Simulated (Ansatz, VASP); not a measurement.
Ru: VASP beside Ansatz

```xyz
2
Lattice="0.0000 2.7752 2.7752 2.7752 0.0000 2.7752 2.7752 2.7752 0.0000" Properties=species:S:1:pos:R:3 pbc="T T T"
Ru    0.6938    0.6938    0.6938
Ru    4.8566    4.8566    4.8566
```

Alike in both runs: task single point; functional revPBE; k mesh 11 × 11 × 11; occupations fermi-dirac, width 0.1 eV; no spin polarisation.

```csv
,VASP,Ansatz
version,VASP 6.6.1,Ansatz 0.2.0
potentials or method,"VASP PAW PBE potentials, release 64 (Ru_pv)","plane waves (420 eV) with PAW, scalar-relativistic"
plane-wave cutoff (eV),520,420
valence electrons in the cell,28,32
```

|  | VASP | Ansatz | Ansatz less VASP |
| --- | --- | --- | --- |
| pressure (GPa) | -5.3 | -5.5 | -0.17 |

The functional is the same, so the differences come from potentials, cutoffs and numerics. The two sets of potentials don't hold the same shells in valence.

Caveats: the PAW data sets were made with another functional, which shifts forces and pressure a little (VASP).
